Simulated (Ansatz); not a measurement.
**Computed properties of BaTiO3**

```
Ba Ti O
1.0
     2.82767    1.63255    2.31773
    -2.82767    1.63255    2.31773
     0.00000   -3.26511    2.31773
Ba Ti O
1 1 3
Direct
  0.00000 0.00000 0.00000
  0.51400 0.51400 0.51400
  0.49160 0.49160 0.98150
  0.49160 0.98150 0.49160
  0.98150 0.49160 0.49160
```

Atom numbers follow the list: Ba1, Ti2, O3, O4, O5.

The cell is COD entry 9014756, as deposited and not checked against the literature; nothing was relaxed.

Spin–orbit coupling is left out, though it moves levels of the heavy atoms by tenths of an eV or more.

Methods: DFT, PBE, all-electron LAPW, scalar-relativistic (Ansatz 0.2.0); DFT, PBE, PAW with Ansatz's default frozen-core files, scalar-relativistic (Ansatz 0.2.0).

For LAPW: a Γ-centred 9×9×9 k mesh, Fermi–Dirac smearing of 0.05 eV, basis error target 1 meV/atom, no spin polarisation. PAW takes a cutoff of 420 eV at this cell. The Ansatz runs share mesh, smearing and spin set-up. Values come from LAPW unless marked.

* Pressure at this cell: 5.00 GPa
* Band gap: 2.40 eV, indirect from T (0.5, 0.5, 0.5) to Γ
* Stress xx, yy, zz (compression positive): 5.09, 5.09, 4.82 GPa
* Largest force: 0.179 eV/Å on O3
* Smallest direct gap on the path: 2.73 eV
* Löwdin charges (with 0.35 e of the cell spilling out of the atomic basis, so their sizes and signs hang on that basis): Ba1 1.79, Ti2 1.20, O3 -0.88 e
* Bader charges (from the PAW run): Ba1 +1.54, Ti2 +2.20, O3 -1.24 e
* Volume per atom: 12.84 Å³
